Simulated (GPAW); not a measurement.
# Collinear magnetic orders of Co3 on Ru4 0001 with GPAW

Wanted: the moments of Co3 on Ru4 0001 and the energy of each order that was tried.

Program: GPAW 26.7.0. Level of theory: PBE; plane waves with GPAW's PAW setups, scalar-relativistic. Results are calculated unless marked as measured.

### Step 1. Starting point

The cell holds 7 atoms: 4 Ru and 3 Co. Cell: a = 2.706 Å, b = 2.706 Å, c = 23.882 Å, α = 90.0°, β = 90.0°, γ = 120.0°. ideal sites on the substrate's mesh, layer spacings from atomic volumes, unrelaxed, 12 A of vacuum. Vacuum lies along c.

### Step 2. Order 1, typed as ferro +++

Parallel moments need no larger cell; this start tests for a ferromagnetic state only.

order1.py reads:

```python
import json
import numpy as np
from ase import Atoms
from ase.parallel import paropen, parprint
from gpaw import GPAW

atoms = Atoms(['Ru', 'Ru', 'Ru', 'Ru', 'Co', 'Co', 'Co'],
    cell=[[2.706, 0.0, 0.0],
         [-1.353, 2.343465, 0.0],
         [0.0, 0.0, 23.8822]],
    scaled_positions=[[0.0, 0.0, 0.251233],
         [0.333333, 0.666667, 0.341033],
         [0.0, 0.0, 0.430834],
         [0.333333, 0.666667, 0.520634],
         [0.0, 0.0, 0.602181],
         [0.333333, 0.666667, 0.675474],
         [0.0, 0.0, 0.748767]],
    pbc=True,
    magmoms=[0.0, 0.0, 0.0, 0.0, 1.8, 1.8, 1.8])
atoms.calc = GPAW(mode={'name': 'pw', 'ecut': 450},
    xc='PBE',
    kpts={'size': (18, 18, 1), 'gamma': True},
    occupations={'name': 'fermi-dirac', 'width': 0.05},
    convergence={'density': 1e-05, 'energy': 1e-05},
    maxiter=250,
    mixer={'name': 'pulay', 'beta': 0.03, 'nmaxold': 8, 'weight': 100},
    symmetry={'tolerance': 1e-4},
    txt='order1.txt')
e = atoms.get_potential_energy(force_consistent=True)
res = {'free_energy': e, 'energy_sigma0': atoms.get_potential_energy(), 'fermi_energy': atoms.calc.get_fermi_level()}
res['moments'] = atoms.get_magnetic_moments().tolist()
res['total'] = atoms.get_magnetic_moment()
parprint('site moments (muB):', np.round(res['moments'], 3))
parprint(f"total moment: {res['total']:.3f} muB")
parprint(f'free energy: {e:.6f} eV')
atoms.calc.write('order1.gpw')
with paropen('results.json', 'w') as f:
    json.dump(res, f)
```

Launch:

```bash
$ OMP_NUM_THREADS=1 mpirun -n 8 gpaw python order1.py > order1.log
```

Numbers of over 12 decimals in the logs are rounded to 6 here.

The program printed:

```text
site moments (muB): [-0.033  0.012 -0.049 -0.043  1.329  1.711  1.823]
total moment: 4.622 muB
free energy: -59.409069 eV

--- order1.txt ---
Input parameters:
  mode=PW(ecut=450),
  convergence={'density': 1e-05, 'energy': 1e-05},
  kpts=MonkhorstPack(size=(18, 18, 1), gamma=True),
  maxiter=250,
  mixer=Pulay(name='pulay', nmaxold=8, beta=0.03, weight=100, sigma=0.015, g_ss=None),
  occupations=Occupations(name='fermi-dirac', width=0.05),
  symmetry=Symmetry(tolerance=0.0001),
  xc=XC(name='PBE')

Diagonalizing LCAO Hamiltonian
Converting LCAO to pw mode

       Co

        Co

       Co
        Ru

       Ru

        Ru

       Ru

Atoms  # Å, Bohr magnetons
|   | symbol |         x |        y |         z |    initial magnetic moments |
|---|--------|-----------|----------|-----------|-----------------------------|
| 0 |     Ru |  0.000000 | 0.000000 |  5.999997 | ( 0.0000,  0.0000,  0.0000) |
| 1 |     Ru | -0.000001 | 1.562311 |  8.144618 | ( 0.0000,  0.0000,  0.0000) |
| 2 |     Ru |  0.000000 | 0.000000 | 10.289264 | ( 0.0000,  0.0000,  0.0000) |
| 3 |     Ru | -0.000001 | 1.562311 | 12.433885 | ( 0.0000,  0.0000,  0.0000) |
| 4 |     Co |  0.000000 | 0.000000 | 14.381407 | ( 0.0000,  0.0000,  1.8000) |
| 5 |     Co | -0.000001 | 1.562311 | 16.131805 | ( 0.0000,  0.0000,  1.8000) |
| 6 |     Co |  0.000000 | 0.000000 | 17.882203 | ( 0.0000,  0.0000,  1.8000) |

Unit cell  # Å
| periodic |         x |        y |         z |   lengths |     angles |
|----------|-----------|----------|-----------|-----------|------------|
|      yes |  2.706000 | 0.000000 |  0.000000 |  2.706000 |  90.000000 |
|      yes | -1.353000 | 2.343465 |  0.000000 |  2.706000 |  90.000000 |
|      yes |  0.000000 | 0.000000 | 23.882200 | 23.882200 | 119.999997 |

Number of symmetries: 6

BZ-sampling:
  Number of BZ points: 324
  Number of IBZ points: 37

  Monkhorst-Pack size: [18, 18, 1]
  Monkhorst-Pack shift: [0.027778, 0.027778, 0.0]

K-points  # in reciprocal-cell coordinates
|     |                                coordinates |     weight |
|-----|--------------------------------------------|------------|
|   0 | ( -0.00000000,  -0.00000000,   0.00000000) | 0.00308642 |
|   1 | (  0.05555556,  -0.00000000,   0.00000000) | 0.01851852 |
|   2 | (  0.11111111,  -0.05555556,   0.00000000) | 0.01851852 |
|   3 | (  0.11111111,  -0.00000000,   0.00000000) | 0.01851852 |
|   4 | (  0.16666667,  -0.05555556,   0.00000000) | 0.03703704 |
|   5 | (  0.16666667,  -0.00000000,   0.00000000) | 0.01851852 |
|   6 | (  0.22222222,  -0.11111111,   0.00000000) | 0.01851852 |
|   7 | (  0.22222222,  -0.05555556,   0.00000000) | 0.03703704 |
|   8 | (  0.22222222,  -0.00000000,   0.00000000) | 0.01851852 |
|   9 | (  0.27777778,  -0.11111111,   0.00000000) | 0.03703704 |
| ... |                                            |            |
|  36 | (  0.50000000,   0.50000000,   0.00000000) | 0.00925926 |

Plane wave coefficients: 3311
Cutoff: 450.000000 eV

Spin-components: 2 (collinear spins)
Bands:           62
Projectors:      42
Spin-degeneracy: 1
Datatype:        complex128

Parallelization:
  kpt:    8
  domain: 1
  band:   1

Density:
  Valence electrons: 91.0
  Components: 2
  Grid points: [ 14  14 120]
  Charge: 0.0  # |e|

Potential:
  Grid points: [ 14  14 120]

species:
  Ru:
    name:    Ruthenium
    Z:       44.0
    valence: 16
    core:    28
    charge:  0.0  # [|e|]
    compensation charges:
      type: gauss
      rc: 0.39  # [Å]
      lmax: 2
    cutoffs:
      filter: 2.16  # [Å]
      core: 1.30  # [Å]
    projectors
    | kind |    occ | energy [eV] | rcut [Å] |
    |------|--------|-------------|----------|
    |   4s |  2.000 |     -76.316 |    1.281 |
    |   5s |  1.000 |      -4.236 |    1.281 |
    |   4p |  6.000 |     -46.423 |    1.286 |
    |   5p |  0.000 |      -0.913 |    1.286 |
    |   4d |  7.000 |      -5.203 |    1.254 |
    |    d |        |      22.008 |    1.254 |

    Using partial waves for Ru as LCAO basis

  Co:
    name:    Cobalt
    Z:       27.0
    valence: 9
    core:    18
    charge:  0.0  # [|e|]
    compensation charges:
      type: gauss
      rc: 0.32  # [Å]
      lmax: 2
    cutoffs:
      filter: 1.87  # [Å]
      core: 2.55  # [Å]
    projectors
    | kind |    occ | energy [eV] | rcut [Å] |
    |------|--------|-------------|----------|
    |   4s |  2.000 |      -5.469 |    1.005 |
    |   4p |  0.000 |      -1.277 |    1.058 |
    |   3d |  7.000 |      -8.205 |    1.005 |
    |    s |        |      21.742 |    1.005 |
    |    p |        |      25.934 |    1.058 |
    |    d |        |      19.007 |    1.005 |

    Using partial waves for Co as LCAO basis

Reference energy: -606688.629649  # eV

eigensolver:
  PPCG
  Converge bands: occupied
  niter=2

density mixing:
  Pulay-Mixer
  Linear mixing parameters: 0.03
  Old densities: 8
  Fourier metric: weight=100, sigma=0.015

occupation numbers:
  Fermi-Dirac:
    width: 0.0500  # eV

poisson solver:
  ecut: 3600.000000  # eV

xc functional:
  name: PBE with 2 nearest neighbor stencil

convergence criteria:
- Maximum integral of absolute [dens]ity change: 1e-05 electrons / valence electron
- Maximum [total energy] change in last 3 cyles: 1e-05 eV / valence electron
- Maximum integral of absolute [eigenst]ate change: 4e-08 eV^2 / valence electron
maximum number of iterations: 250

SCF iterations
|iter     |      energy | eigst |  dens |  magmom |
|---------|-------------|-------|-------|---------|
|iter:   1|       0s |  -73.989210 | +0.29 |       |  +5.4080|
|iter:   2|       7s | -201.682518 | +0.13 | -0.66 |  +5.2664|
|iter:   3|      14s |  -65.319094 | -0.57 | -0.39 |  +5.2460|
|iter:   4|      22s |  -62.520593 | -2.01 | -0.96 |  +5.2436|
|iter:   5|      29s |  -61.641005 | -2.20 | -1.09 |  +5.2045|
|iter:   6|      36s |  -61.402487 | -2.80 | -1.11 |  +5.1866|
|iter:   7|      43s |  -60.450261 | -2.09 | -1.16 |  +5.1131|
|iter:   8|      50s |  -59.438932 | -1.41 | -1.26 |  +4.9533|
|iter:   9|      58s |  -59.362726 | -2.17 | -1.52 |  +4.8901|
|iter:  10|      65s |  -59.342483 | -3.10 | -1.65 |  +4.8790|
[... 37 iterations left out ...]
|iter:  48|     312s |  -59.374359c| -7.96c| -4.60 |  +4.6237|
|iter:  49|     316s |  -59.374360c| -8.27c| -4.70 |  +4.6235|
|iter:  50|     320s |  -59.374361c| -8.36c| -4.73 |  +4.6233|
|iter:  51|     324s |  -59.374362c| -8.42c| -4.76 |  +4.6229|
|iter:  52|     328s |  -59.374363c| -8.73c| -4.84 |  +4.6227|
|iter:  53|     332s |  -59.374364c| -8.64c| -4.88 |  +4.6225|
|iter:  54|     336s |  -59.374364c| -8.87c| -4.95 |  +4.6223|
|iter:  55|     340s |  -59.374364c| -9.16c| -4.96 |  +4.6222|
|iter:  56|     344s |  -59.374365c| -9.27c| -4.99 |  +4.6221|
|iter:  57|     349s |  -59.374365c| -9.33c| -5.01c|  +4.6220|

Converged in 57 steps
Energy contributions relative to reference atoms: (reference = -606688.629649)

Energy contributions:
  Kinetic:          10.505699
  Coulomb:         -21.350344
  Zero:             -0.020603
  External:          0.000000
  Xc:              -48.474412
  Entropy:          -0.069408
  Spinorbit:         0.000000
  ----------------------------
  Free energy:     -59.409069
  Extrapolated:    -59.374365

dipole moment: (-25.163642, -24.144912, 0.047249)  # |e|*Ang

Total magnetic moment: (0.000000, 0.000000, 4.621972)

Local magnetic moments
|        x |        y |         z |
|----------|----------|-----------|
| 0.000000 | 0.000000 | -0.032948 |  # Ru   0
| 0.000000 | 0.000000 |  0.012386 |  # Ru   1
| 0.000000 | 0.000000 | -0.049083 |  # Ru   2
| 0.000000 | 0.000000 | -0.042831 |  # Ru   3
| 0.000000 | 0.000000 |  1.328778 |  # Co   4
| 0.000000 | 0.000000 |  1.711480 |  # Co   5
| 0.000000 | 0.000000 |  1.822782 |  # Co   6

Fermi level: 5.152
Eigenvalues  # (at kpt = [-0.000, -0.000, 0.000])
| band index |      eig [eV] | occ [0-1] |      eig [eV] | occ [0-1] |
|------------|---------------|-----------|---------------|-----------|
|          0 |       -68.021 |     1.000 |       -68.021 |     1.000 |
|        ... |               |           |               |           |
|         41 |         3.253 |     1.000 |         4.430 |     1.000 |
|         42 |         3.253 |     1.000 |         4.474 |     1.000 |
|         43 |         3.478 |     1.000 |         4.799 |     0.999 |
|         44 |         3.974 |     1.000 |         4.799 |     0.999 |
|         45 |         3.974 |     1.000 |         4.899 |     0.994 |
|         46 |         4.359 |     1.000 |         5.148 |     0.519 |
|         47 |         4.359 |     1.000 |         5.385 |     0.009 |
|         48 |         4.572 |     1.000 |         5.385 |     0.009 |
|         49 |         4.572 |     1.000 |         5.789 |     0.000 |
|         50 |         4.593 |     1.000 |         5.789 |     0.000 |
|         51 |         5.367 |     0.013 |         5.935 |     0.000 |
|         52 |         5.367 |     0.013 |         6.128 |     0.000 |
|         53 |         5.874 |     0.000 |         6.128 |     0.000 |
|         54 |         6.044 |     0.000 |         6.155 |     0.000 |
|         55 |         6.044 |     0.000 |         6.155 |     0.000 |
|         56 |         6.283 |     0.000 |         6.303 |     0.000 |
|        ... |               |           |               |           |
|         61 |        12.268 |     0.000 |        12.356 |     0.000 |

No gap
No difference between direct/indirect transitions
```

Wall time 6.3 min (8 MPI ranks of Intel Xeon at 2.50GHz (Skylake/Cascade Lake), shared host); peak memory 2 GiB.

Spin moment in the augmentation sphere by atom:

```tsv
atom	spin moment in the augmentation sphere (μB)
Ru1	-0.03
Ru2	0.01
Ru3	-0.05
Ru4	-0.04
Co5	1.33
Co6	1.71
Co7	1.82
```

Read from the output:

- magnetization: 4.622 μB
- final state: ferromagnetic

After 57 cycles the largest moment stands at 1.82 μB.

### Step 3. Start 2: ferri ++-

Another pattern of signs weighs the neighbour shells otherwise.

order2.py is the script of step 2 with these lines changed:

```diff
@@ -18,3 +18,3 @@
     pbc=True,
-    magmoms=[0.0, 0.0, 0.0, 0.0, 1.8, 1.8, 1.8])
+    magmoms=[0.0, 0.0, 0.0, 0.0, 1.8, 1.8, -1.8])
 atoms.calc = GPAW(mode={'name': 'pw', 'ecut': 450},
@@ -27,3 +27,3 @@
     symmetry={'tolerance': 1e-4},
-    txt='order1.txt')
+    txt='order2.txt')
 e = atoms.get_potential_energy(force_consistent=True)
@@ -35,3 +35,3 @@
 parprint(f'free energy: {e:.6f} eV')
-atoms.calc.write('order1.gpw')
+atoms.calc.write('order2.gpw')
 with paropen('results.json', 'w') as f:
```

Launch:

```bash
$ OMP_NUM_THREADS=1 mpirun -n 8 gpaw python order2.py > order2.log
```

The program printed:

```text
gpaw.KohnShamConvergenceError

--- order2.txt ---
Input parameters:
  mode=PW(ecut=450),
  convergence={'density': 1e-05, 'energy': 1e-05},
  kpts=MonkhorstPack(size=(18, 18, 1), gamma=True),
  maxiter=250,
  mixer=Pulay(name='pulay', nmaxold=8, beta=0.03, weight=100, sigma=0.015, g_ss=None),
  occupations=Occupations(name='fermi-dirac', width=0.05),
  symmetry=Symmetry(tolerance=0.0001),
  xc=XC(name='PBE')

Diagonalizing LCAO Hamiltonian
Converting LCAO to pw mode

       Co

        Co

       Co
        Ru

       Ru

        Ru

       Ru

Atoms  # Å, Bohr magnetons
|   | symbol |         x |        y |         z |    initial magnetic moments |
|---|--------|-----------|----------|-----------|-----------------------------|
| 0 |     Ru |  0.000000 | 0.000000 |  5.999997 | ( 0.0000,  0.0000,  0.0000) |
| 1 |     Ru | -0.000001 | 1.562311 |  8.144618 | ( 0.0000,  0.0000,  0.0000) |
| 2 |     Ru |  0.000000 | 0.000000 | 10.289264 | ( 0.0000,  0.0000,  0.0000) |
| 3 |     Ru | -0.000001 | 1.562311 | 12.433885 | ( 0.0000,  0.0000,  0.0000) |
| 4 |     Co |  0.000000 | 0.000000 | 14.381407 | ( 0.0000,  0.0000,  1.8000) |
| 5 |     Co | -0.000001 | 1.562311 | 16.131805 | ( 0.0000,  0.0000,  1.8000) |
| 6 |     Co |  0.000000 | 0.000000 | 17.882203 | ( 0.0000,  0.0000, -1.8000) |

Number of symmetries: 6

BZ-sampling:
  Number of BZ points: 324
  Number of IBZ points: 37

  Monkhorst-Pack size: [18, 18, 1]
  Monkhorst-Pack shift: [0.027778, 0.027778, 0.0]

Plane wave coefficients: 3311
Cutoff: 450.000000 eV

Spin-components: 2 (collinear spins)
Bands:           60
Projectors:      42
Spin-degeneracy: 1
Datatype:        complex128

Parallelization:
  kpt:    8
  domain: 1
  band:   1

Density:
  Valence electrons: 91.0
  Components: 2
  Grid points: [ 14  14 120]
  Charge: 0.0  # |e|

Potential:
  Grid points: [ 14  14 120]

[... setups left out ...]
Reference energy: -606688.629649  # eV

convergence criteria:
- Maximum integral of absolute [dens]ity change: 1e-05 electrons / valence electron
- Maximum [total energy] change in last 3 cyles: 1e-05 eV / valence electron
- Maximum integral of absolute [eigenst]ate change: 4e-08 eV^2 / valence electron
maximum number of iterations: 250

SCF iterations
|iter     |      energy | eigst |  dens |  magmom |
|---------|-------------|-------|-------|---------|
|iter:   1|       0s |  -74.052063 | +0.30 |       |  +1.8027|
|iter:   2|       7s | -201.264885 | +0.40 | -0.67 |  +1.7602|
|iter:   3|      14s |  -65.843445 | -0.51 | -0.40 |  +1.7625|
|iter:   4|      21s |  -62.146541 | -1.84 | -0.93 |  +1.7628|
|iter:   5|      28s |  -61.511234 | -2.23 | -1.10 |  +1.7234|
|iter:   6|      35s |  -61.075034 | -2.82 | -1.04 |  +1.7235|
[...]
[... 230 iterations left out ...]
|iter: 241|    1550s |  -59.008976c| -5.26 | -3.17 |  +0.1742|
[...]
|iter: 246|    1583s |  -59.010467 | -2.55 | -2.74 |  +0.0301|
|iter: 247|    1590s |  -59.008408 | -3.45 | -2.98 |  +0.2296|
|iter: 248|    1597s |  -59.007455 | -4.10 | -3.19 |  +0.3112|
|iter: 249|    1603s |  -59.008230 | -4.39 | -3.14 |  +0.2639|
|iter: 250|    1610s |  -59.007660c| -4.73 | -3.21 |  +0.3133|
```

Wall time 27 min (8 MPI ranks); peak memory 2 GiB.

The run stopped without converging, so none of its numbers is a property of the system.

A smaller mixing step or another start is the usual next try.

### Step 4. Run 3 (no spin polarisation)

A run without seeds gives the energy of the state without moments.

nospin.py is the script of step 3 with these lines changed:

```diff
@@ -17,4 +17,3 @@
          [0.0, 0.0, 0.748767]],
-    pbc=True,
-    magmoms=[0.0, 0.0, 0.0, 0.0, 1.8, 1.8, -1.8])
+    pbc=True)
 atoms.calc = GPAW(mode={'name': 'pw', 'ecut': 450},
@@ -27,11 +26,7 @@
     symmetry={'tolerance': 1e-4},
-    txt='order2.txt')
+    txt='nospin.txt')
 e = atoms.get_potential_energy(force_consistent=True)
 res = {'free_energy': e, 'energy_sigma0': atoms.get_potential_energy(), 'fermi_energy': atoms.calc.get_fermi_level()}
-res['moments'] = atoms.get_magnetic_moments().tolist()
-res['total'] = atoms.get_magnetic_moment()
-parprint('site moments (muB):', np.round(res['moments'], 3))
-parprint(f"total moment: {res['total']:.3f} muB")
 parprint(f'free energy: {e:.6f} eV')
-atoms.calc.write('order2.gpw')
+atoms.calc.write('nospin.gpw')
 with paropen('results.json', 'w') as f:
```

Launch:

```bash
$ OMP_NUM_THREADS=1 mpirun -n 8 gpaw python nospin.py > nospin.log
```

The program printed:

```text
free energy: -58.672772 eV

--- nospin.txt ---
Input parameters:
  mode=PW(ecut=450),
  convergence={'density': 1e-05, 'energy': 1e-05},
  kpts=MonkhorstPack(size=(18, 18, 1), gamma=True),
  maxiter=250,
  mixer=Pulay(name='pulay', nmaxold=8, beta=0.03, weight=100, sigma=0.015, g_ss=None),
  occupations=Occupations(name='fermi-dirac', width=0.05),
  symmetry=Symmetry(tolerance=0.0001),
  xc=XC(name='PBE')

[...]
|        ... |               |           |
|         41 |         3.893 |     2.000 |
|         42 |         3.893 |     2.000 |
|         43 |         4.150 |     2.000 |
|         44 |         4.326 |     2.000 |
[...]
|         54 |         5.926 |     0.000 |
|         55 |         5.926 |     0.000 |
|         56 |         6.145 |     0.000 |
|        ... |               |           |
|         58 |         6.772 |     0.000 |

No gap
No difference between direct/indirect transitions

[key lines of the parts left out:]
Free energy:     -58.672772
Converged in 44 steps
dipole moment: (-25.159002, -24.152484, 0.006930)  # |e|*Ang
Fermi level: 5.037
```

Run time: 2.7 min. Hardware: 8 MPI ranks; peak memory 1.8 GiB.

This step gave:

```yaml
final_state: non-magnetic (no spin polarisation)
```

It lies 245 meV a seeded atom over the first start.

### Step 5. The states side by side

These are free energies at a smearing of 0.05 eV, so its entropy term is in the differences. They are divided by the number of seeded atoms, so that cells of unlike size compare.

Orders:

```tsv
start	final state	typed order kept	energy over the lowest (meV a seeded atom)	largest site moment (μB)	net moment (μB a primitive cell)	mesh matched	CPU time (s)
ferro +++	ferromagnetic	yes	0	1.823	4.622	yes	2887
no spin polarisation	non-magnetic	-	245.4	0	0	yes	1278
```

### Step 6. Outcome

```yaml
lower_run: with moments
largest_site_moment: 1.82 μB
next_state: non-magnetic, 245 meV a seeded atom higher
energy_gained_by_spin_polarisation: 245 meV a seeded atom
```

No opposed order could be compared. The parallel start holds moments up to 1.82 μB. 1 start gave no converged result and is missing from the ranking; where cut off, the energy had nearly settled, +122.2 meV a seeded atom from the lowest. No antiferromagnetic order was obtained, so the session says nothing on how the moments order.

[Logs and program files are shortened in this print: banners, set-up blocks, solver, clock and traceback lines can be left out without a mark of their own.]

[Logs are printed without paths, hosts, clocks, repeated set-up lines and the standing remarks that a program may print on its own settings, such as how far it seeks lower states.]

[Hosts, paths, dates, database ids (printed as entryN), source tags and the programs' standing remarks are cut or masked in the printed files.]

[Where a cell is said to come from a database of computed structures, the database is the Materials Project.]
